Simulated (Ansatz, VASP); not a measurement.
## Na in VASP and in Ansatz

```
CELL_PARAMETERS angstrom
3.88001 0.00000 0.00000
-1.94001 3.36019 0.00000
0.00000 0.00000 6.15400
ATOMIC_POSITIONS crystal
Na 0.33333 0.66667 0.25000
Na 0.66667 0.33333 0.75000
```

Change from the starting cell: equal xx and yy strain of +3 %, crystal datasets.

Alike in both runs: task electric field gradients; functional PBEsol; k mesh 13 × 13 × 7; occupations fermi-dirac, width 0.05 eV; no spin polarisation.

```csv
,VASP,Ansatz
version,VASP 6.6.1,Ansatz 0.2.0
potentials or method,"VASP PAW PBE potentials, release 64 (Na_pv), cutoff 520 eV","all-electron PAW with datasets made for the crystal, scalar-relativistic"
```

|  | VASP | Ansatz | Ansatz less VASP |
| --- | --- | --- | --- |
| pressure (GPa) | -0.6 | -0.6 | +0.01 |
| largest component of the traceless stress (GPa) | 0.19 | 0.19 | 0.000 |
| Vzz of the field gradient on the site that differs most (V/Å²) | 0.1 | 0.1 | +0.01 |

Ansatz ran all-electron here, so the differences hold the error of VASP's frozen core and of both bases.

Caveats: the PAW data sets were made with another functional, which shifts forces and pressure a little (VASP).
